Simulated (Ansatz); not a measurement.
# In: stress in a strained cell

Aim: deform In (x and y strained by -4 %, z held) and compute stress, forces and field gradients with LAPW, PAW and all-electron datasets made for the crystal.

Method: DFT PBE, scalar-relativistic, in Ansatz 0.2.0.

1 further run of the same task is left out (set aside as unsound or not needed).

## (1) The structure to begin with

Symmetry: Im-3m, No. 229, cubic system. Conventional cell: a = 3.814 Å, b = 3.814 Å, c = 3.814 Å, α = 90.00°, β = 90.00°, γ = 90.00°. In (site symmetry m-3m) is surrounded by 8 In at 3.30 Å.

Coordinates:

```cif
data_structure
_symmetry_space_group_name_H-M 'P 1'
_symmetry_Int_Tables_number 1
_cell_length_a 3.3033
_cell_length_b 3.3033
_cell_length_c 3.3033
_cell_angle_alpha 109.471
_cell_angle_beta 109.471
_cell_angle_gamma 109.471
_cell_volume 27.75
loop_
_atom_site_label
_atom_site_type_symbol
_atom_site_fract_x
_atom_site_fract_y
_atom_site_fract_z
_atom_site_occupancy
In1 In 0.00000 0.00000 0.00000 1
```

## (2) The deformed structure

Space group Im-3m before, I4/mmm after.

## (3) All-electron LAPW

File input.yaml:

```yaml
crystal:
  lattice:
    - [-1.8308774052, 1.8308774052, 1.9071639637]
    - [1.8308774052, -1.8308774052, 1.9071639637]
    - [1.8308774052, 1.8308774052, -1.9071639637]
  atoms:
    - { symbol: In, position: [0.0, 0.0, 0.0] }
kpoints:
  mp_grid: { grid: [15, 15, 15] }
scf:
  occupations: { method: fermi_dirac, width: 0.05 }
hamiltonian:
  xc: pbe
  pseudopotentials: { kind: all_electron, lapw: { basis_error: 0.001 } }
output:
  forces: true
  stress: true
  eigenvalues: true
```

Run with:

```bash
ansatz run input.yaml --threads 1 --pin off --max-ram 2048MiB --backend cpu --events-out ev --progress --plain --runs-dir out
```

Output (excerpt; [...] marks lines left out):

```text
LAPW: plane waves up to 6.947 Å⁻¹, error target 1.0e-3 eV per atom; small_component_spin mean_spin; In in spheres of 1.608 Å, 21 of its electrons in bands, Dirac shells []
[...]
Pseudopotentials: kind: all_electron
Pseudopotential: In, LAPW, valence charge 21, Koelling and Harmon's equation, gaussian nucleus
Functional definition: PBE
[...]
Crystal: 1 atoms, lattice volume = 25.572 Å³
Basis set: ecut = 183.89134354303428 eV, 141 PW (Γ), exchange–correlation at level 2
Bands: 15, of which v1, the nominal top of the filled ones, is band 11 counted from 1 (10 counted from 0)
Symmetry: 16 space group operations
Space group: I4/mmm (ITA 139), of the structure as read, at distance tolerance 2.9e-5 Å
k-points: 288 of 3375
[...]
SCF iter   1: F=—  HF=-160045.972450 eV  |F-HF|=—  |Δ(HF+E_count)|=         —  Δρ=6.10e-3  dr2=6.98e-3  ethr=3.30e-5  ⟨swp⟩=3.6  Hψ=31332  notcnv=0
[...]
SCF iter   7: F=-160045.942705 eV  HF=-160045.942705 eV  |F-HF|=2.64e-8  |Δ(HF+E_count)|=   4.32e-7  Δρ=1.18e-5  dr2=2.61e-8  ethr=3.37e-9  ⟨swp⟩=2.8  Hψ=12530  notcnv=0
[...]
SCF converged after 7 iterations
Free energy (F): -160045.942705 eV
[...]
E sigma→0 (E₀):  -160045.940889 eV
Entropy (-TS):   -0.003633 eV (-3.633 meV/atom)
Fermi energy:    13.931756 eV
[...]
--- Forces (eV/Å), atoms counted from 1 ---
  atom   1  In    -0.00000000     0.00000000    -0.00000000
[...]
--- Stress (GPa, compression-positive) ---
        3.304593      -0.000000       0.000000
       -0.000000       3.304593      -0.000000
        0.000000      -0.000000       3.774140
  P = ⅓ Tr σ = 3.4611 GPa (34.611 kbar)
--- Band table (eV; the first three rows and the last of 288) ---
  k-point 0: bands = ["-101.5311", "-60.0073", "-60.0073", "-60.0067", "-0.7799", "-0.7799", "-0.7460", "-0.4949", "-0.4618", "4.2448", "25.0938", "25.3642", "25.3642", "26.6569", "27.2866"]
[...]
```

Run time: 13 s. Hardware: 1 thread of Arm Neoverse V2, shared host.

This run gives: pressure 3.46 GPa; no gap.

## (4) Frozen-core PAW

Changes to input.yaml since step 3:

```diff
@@ -13,3 +13,3 @@
   xc: pbe
-  pseudopotentials: { kind: all_electron, lapw: { basis_error: 0.001 } }
+  pseudopotentials: { kind: paw }
 output:
@@ -18 +18,2 @@
   eigenvalues: true
+  efg: { contact_densities: true }
```

Run with:

```bash
ansatz run input.yaml --threads 1 --pin off --max-ram 2048MiB --backend cpu --events-out ev --progress --plain --runs-dir out
```

Output (excerpt; [...] marks lines left out):

```text
In: output.efg is read without spin–orbit coupling, which moves field gradients at and beside such atoms by some per cent and up to a factor of two; PAW files take it under magnetization.noncollinear and magnetization.spin_orbit
[...]
Pseudopotentials: kind: paw
Pseudopotential: In, paw, valence charge 13, recommended cutoff 420 eV (normal)
[... 1 set-up line as earlier in the session ...]
[...]
Crystal: 1 atoms, lattice volume = 25.572 Å³
Basis set: ecut = 420 eV, 507 PW (Γ), exchange–correlation on 48×48×48 points (8 copies of the dense FFT grid, shifted against one another)
Bands: 11, of which v1, the nominal top of the filled ones, is band 7 counted from 1 (6 counted from 0)
[... 2 set-up lines as earlier in the session ...]
k-points: 288 of 3375
[...]
SCF converged after 7 iterations
Free energy (F): -5597.815609 eV
[...]
E sigma→0 (E₀):  -5597.813793 eV
Entropy (-TS):   -0.003633 eV (-3.633 meV/atom)
Fermi energy:    10.572417 eV
[...]
--- Forces (eV/Å), atoms counted from 1 ---
  atom   1  In     0.00000000     0.00000000     0.00000000
[...]
--- Stress (GPa, compression-positive) ---
        3.299875       0.000000       0.000000
        0.000000       3.299875       0.000000
        0.000000       0.000000       3.771914
  P = ⅓ Tr σ = 3.4572 GPa (34.572 kbar)
--- PAW observables at the nuclei: V_zz in 10²¹ V/m², potentials from the cell's mean, atoms counted from 1 ---
  atom   1  In V_zz =    -0.284046   η = 0.0000   by run symmetry: allowed
            electrostatic potential = -7940.779913 V   contact ρ = 1133080.925926 e/Å³
--- Band table (eV; the first three rows and the last of 288) ---
  k-point 0: bands = ["-4.1381", "-4.1381", "-4.1041", "-3.8528", "-3.8198", "0.8855", "21.7343", "22.0048", "22.0048", "23.3026", "23.9322"]
[...]
```

Wall time 4.6 s (1 thread of Arm Neoverse V2, shared host).

Result: pressure 3.46 GPa; no gap; Vzz In -0.28 (η = 0.00) (10²¹ V/m²).

## (5) All-electron PAW on datasets made for the crystal

Changes to input.yaml since step 4:

```diff
@@ -13,3 +13,3 @@
   xc: pbe
-  pseudopotentials: { kind: paw }
+  pseudopotentials: { kind: all_electron, datasets: crystal }
 output:
```

Run with:

```bash
ansatz run input.yaml --threads 1 --pin off --max-ram 2048MiB --backend cpu --events-out ev --progress --plain --runs-dir out
```

Output (excerpt; [...] marks lines left out):

```text
[...]
In: output.efg is read without spin–orbit coupling, which moves field gradients at and beside such atoms by some per cent and up to a factor of two; PAW files take it under magnetization.noncollinear and magnetization.spin_orbit
[...]
[... 1 set-up line as earlier in the session ...]
Pseudopotential: In, paw, valence charge 13, recommended cutoff 260 eV (normal), Koelling and Harmon's equation, gaussian nucleus
[... 1 set-up line as earlier in the session ...]
[...]
Crystal: 1 atoms, lattice volume = 25.572 Å³
Basis set: ecut = 260 eV, 233 PW (Γ), exchange–correlation on 36×36×36 points (8 copies of the dense FFT grid, shifted against one another)
Bands: 11, of which v1, the nominal top of the filled ones, is band 7 counted from 1 (6 counted from 0)
[... 2 set-up lines as earlier in the session ...]
k-points: 288 of 3375
[...]
In the spheres:  the bands' charges fall short by 2.8e-6 e at most (sound up to 1e-3)
Fermi energy:    13.931747 eV
[...]
  The terms above E_closure are by the made datasets' own strengths, without shells solved beside the bands.
--- Forces (eV/Å), atoms counted from 1 ---
  atom   1  In     0.00000000     0.00000000    -0.00000000
[...]
--- Stress (GPa, compression-positive) ---
        3.302900      -0.000000      -0.000000
       -0.000000       3.302900       0.000000
       -0.000000       0.000000       3.772362
  P = ⅓ Tr σ = 3.4594 GPa (34.594 kbar)
--- PAW observables at the nuclei: V_zz in 10²¹ V/m², potentials from the cell's mean, atoms counted from 1 ---
  atom   1  In V_zz =    -0.285269   η = 0.0000   by run symmetry: allowed
            electrostatic potential = -7940.730294 V   contact ρ = 1133021.998991 e/Å³
--- Band table (eV; the first three rows and the last of 288) ---
  k-point 0: bands = ["-0.7799", "-0.7799", "-0.7459", "-0.4949", "-0.4618", "4.2448", "25.0938", "25.3643", "25.3643"]
[...]
```

Wall time 14 s (1 thread of Arm Neoverse V2, shared host).

This run gives: pressure 3.46 GPa; no gap; Vzz In -0.29 (η = 0.00) (10²¹ V/m²).

## (6) Side by side

Stress (GPa, compression positive):

| method | xx | yy | zz | yz | xz | xy |
| --- | --- | --- | --- | --- | --- | --- |
| LAPW | 3.30 | 3.30 | 3.77 | 0.00 | 0.00 | 0.00 |
| PAW | 3.30 | 3.30 | 3.77 | 0.00 | 0.00 | 0.00 |
| crystal datasets | 3.30 | 3.30 | 3.77 | 0.00 | 0.00 | 0.00 |

| method | pressure (GPa) | Vzz In (10²¹ V/m²) | SCF cycles, all passes | time |
| --- | --- | --- | --- | --- |
| LAPW | 3.46 | – | 7 | 13 s |
| PAW | 3.46 | -0.28 | 7 | 4.6 s |
| crystal datasets | 3.46 | -0.29 | 8 | 14 s |

## (7) Outcome

| quantity | value |
| --- | --- |
| pressure | LAPW 3.46, PAW 3.46, crystal datasets 3.46 GPa |
| largest shear or deviatoric stress (LAPW) | 0.31 GPa |

In words: The largest part of the stress beyond the pressure is 0.31 GPa in size, in the zz component. No run of the undeformed cell stands beside it, so the pressure holds what the given cell had before the change. PAW: stress within 0.01 GPa of LAPW. Crystal datasets: stress within 0.01 GPa of LAPW.
